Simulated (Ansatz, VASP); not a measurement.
Hf: the functional in 2 programs

```yaml
crystal:
  lattice:
    - [3.19670, 0.00000, 0.00000]
    - [-1.59835, 2.76842, 0.00000]
    - [0.00000, 0.00000, 5.05780]
  atoms:
    - { symbol: Hf, position: [0.66667, 0.33333, 0.75000] }
    - { symbol: Hf, position: [0.33333, 0.66667, 0.25000] }
```

Kept alike: task band structure; k mesh 10 × 10 × 5; occupations fermi-dirac, width 0.05 eV; no spin polarisation. The mesh is that of the run's cell of 2 atoms. No spin-orbit coupling.

- A: Ansatz, all-electron LAPW, scalar-relativistic
- B: VASP; PBE PAW files Hf_pv, 520 eV (BLYP, PBE, PBEsol, RPBE, revPBE); LDA PAW files Hf_pv, 520 eV (LDA)

| functional | A: pressure (GPa) | B: pressure (GPa) |
| --- | --- | --- |
| BLYP | 3.40 | 3.39 |
| LDA | -7.78 | -7.79 |
| PBE | 0.61 | 0.16 |
| PBEsol | -3.90 | -4.30 |
| RPBE | 3.48 | 2.97 |
| revPBE | 2.68 | 2.19 |

Pressure is positive in compression; plane-wave values hold the error of the finite cutoff. Values on potentials made for another functional: some of B. For a metal such a mesh leaves the last digits unconverged.

**Question.** How large is the effect of the functional, and do the programs agree on it?

**Answer.** From LDA to RPBE the pressure moves by +11.26 in A, +10.76 in B (GPa). Row by row the programs differ by 0.01 to 0.51, and over this span the shifts, as printed, agree within about 4 %. Shifts from LDA: BLYP +11.18, +11.18; PBE +8.39, +7.95; PBEsol +3.88, +3.49; RPBE +11.26, +10.76; revPBE +10.46, +9.98; the programs' shifts differ by up to 0.50.
